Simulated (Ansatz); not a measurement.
Working through cell relaxations under several functionals of NaH, space group Fm-3m

Computed with Ansatz 0.2.0, Python API.

Run as a notebook:

**Cell 1**
```python
import ansatz
import numpy as np
```

**Cell 2**
```python
KMESH = (8, 8, 8)
FMAX = 0.005

def edges_and_angles(cell):
    cell = np.asarray(cell)
    a, b, c = np.linalg.norm(cell, axis=1)
    cosines = cell[1] @ cell[2] / (b * c), cell[0] @ cell[2] / (a * c), cell[0] @ cell[1] / (a * b)
    return (a, b, c, *np.degrees(np.arccos(cosines)))
```

**Cell 3**
```python
system = (
    ansatz.Lattice.of((0.0, 2.44, 2.44), (2.44, 0.0, 2.44), (2.44, 2.44, 0.0))
    .atom("Na", (0.0, 0.0, 0.0))
    .atom("H", (0.5, 0.5, 0.5))
)
```

**Cell 4**
```python
calculation = (
    system.calculation()
    .kpoints(*KMESH, center="gamma")
    .occupations(ansatz.OccupationsMethod.FERMI_DIRAC, width=10 * ansatz.meV)
    .relax(cell=True, force_tolerance=FMAX, max_steps=60)
)
```

**Cell 5**
```python
levels = [("pbe", "none"), ("r2scan", "rvv10"), ("pbesol", "none"), ("rpbe", "none")]
print("level            a       b       c    alpha   beta  gamma  V/atom  steps")
for name, dispersion in levels:
    seen = []
    run = calculation.functional(name, dispersion=dispersion).session().plan()
    out = run.execute(on_event=lambda e: seen.append(e) if e["event"] == "relax_step" else None)
    cell = out.lattice.cell_ang
    label = name if dispersion == "none" else f"{name}+{dispersion}"
    print("{:13s} {:7.4f} {:7.4f} {:7.4f} {:6.2f} {:6.2f} {:6.2f}".format(label, *edges_and_angles(cell)), f"{abs(np.linalg.det(cell)) / len(out.lattice.sites):7.3f} {len(seen):5d}")
```
Output:
```text
level            a       b       c    alpha   beta  gamma  V/atom  steps
DeckWarning: basis.ecutwfc = 420 eV, auto-derived from the records' recommended cutoffs: set by Na (normal level)
pbe            3.4168  3.4168  3.4168  60.00  60.00  60.00  14.103     4
DeckWarning: basis.ecutwfc = 500 eV, auto-derived from the records' recommended cutoffs: set by Na (their level for a meta-GGA)
r2scan+rvv10   3.3776  3.3776  3.3776  60.00  60.00  60.00  13.623     4
pbesol         3.3880  3.3880  3.3880  60.00  60.00  60.00  13.750     4
rpbe           3.4831  3.4831  3.4831  60.00  60.00  60.00  14.940     4
```

From smallest to largest: r2SCAN+RVV10 (13.62 Å³ an atom, -6.2 % against the start), PBEsol (13.75 Å³ an atom, -5.3 % against the start), PBE (14.10 Å³ an atom, -2.9 % against the start) and RPBE (14.94 Å³ an atom, +2.8 % against the start). The spread is 9.7 % in volume.

Reading the output:
- Forces vanish by symmetry, so the ions can't move, and the end may be a saddle.
- Edges and angles are those of the cell as typed, here a primitive one, not of the conventional cell.
- The starting cell is as deposited in a crystallographic database; the results hold for this polymorph, which needn't be the stable one.
- Warnings are shown shortened and without file and line.
- The whole script took 25 s on 1 thread of Intel(R) Xeon(R) Platinum 8259CL CPU @ 2.50GHz (Skylake/Cascade Lake), on a shared host, peak memory 0.52 GiB.
